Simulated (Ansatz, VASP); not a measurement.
One calculation of Si, two programs

The input POSCAR:

```
Si
1.0
    2.6205428149      0.0000000000      0.0000000000
   -1.3102714075      2.2694566494      0.0000000000
    0.0000000000      0.0000000000      2.4663543900
Si
1
Direct
    0.0000000000      0.0000000000      0.0000000000
```

The input INCAR.step1:

```
PREC = Accurate ; ENCUT = 600
EDIFF = 1E-5 ; ISMEAR = -1
SIGMA = 0.05 ; LREAL = F
LASPH = T ; NELM = 60
ALGO = Normal ; LWAVE = T
LCHARG = F ; GGA = PE
```

Contents of INCAR.step2:

```
PREC = Accurate ; ENCUT = 600
EDIFF = 1E-7 ; ISMEAR = -1
SIGMA = 0.05 ; LREAL = F
LASPH = T ; NELM = 60
ALGO = Normal ; ISIF = 3
LWAVE = F ; LCHARG = F
GGA = PS ; LHFCALC = T
AEXX = 0.25 ; PRECFOCK = Fast
IBRION = 2 ; NSW = 40
EDIFFG = -0.01 ; ISTART = 1
```

Contents of KPOINTS:

```
Automatic mesh
0
Gamma
  6 6 6
```

input.yaml

```yaml
crystal:
  lattice:
    - [2.6205428149, 0.0, 0.0]
    - [-1.3102714075, 2.2694566494, 0.0]
    - [0.0, 0.0, 2.46635439]
  atoms:
    - { symbol: Si, position: [0.0, 0.0, 0.0] }
hamiltonian:
  xc: { exchange: pbesol, correlation: pbesol, exx: { coeff: 0.25 } }
  pseudopotentials: { kind: paw }
kpoints:
  mp_grid: { grid: [6, 6, 6] }
scf:
  occupations: { method: fermi_dirac, width: 0.05 }
output:
  forces: true
  stress: true
  eigenvalues: true
relax:
  f_tol: 0.01
  max_steps: 40
  cell: { stress_tol: 0.05 }
```

This isn't the form of Si at room conditions, which is diamond.

Alike in both runs: task relaxation of cell and atoms; functional PBEsol0; k mesh 6 × 6 × 6; occupations fermi-dirac, width 0.05 eV; no spin polarisation.

|  | VASP | Ansatz |
| --- | --- | --- |
| version | VASP 6.6.1 | Ansatz 0.2.0 |
| potentials or method | VASP PAW PBE potentials, release 64 (Si) | Ansatz PAW |
| plane-wave cutoff (eV) | 600 | 420 |
| valence electrons in the cell | 4 | 4 |

```csv
,VASP,Ansatz,Ansatz less VASP
"gap on the k mesh at the Fermi level, each at its own relaxed structure (eV)",none,none,-
relaxed volume (Å³/atom),14.73,14.76,+0.025
relaxed cell length with the largest relative difference (Å),2.611,2.612,+0.0015
energy change over the relaxation (meV/atom),-4,-4,-0.2
```

A gap of «none» marks a metal or a gap that the smearing closes.

Caveats: the k mesh is coarse (spacing up to 0.46 Å⁻¹), so the values aren't converged, least of all with exact exchange; the PAW data sets were made with another functional, which shifts forces and pressure a little (VASP); the plane-wave basis is chosen anew once the cell has moved, so the energies of steps on either side of that aren't comparable (Ansatz); the PAW data sets come from PBE, with cores solved anew for the run's functional, which leaves a small shift of forces and pressure (Ansatz).
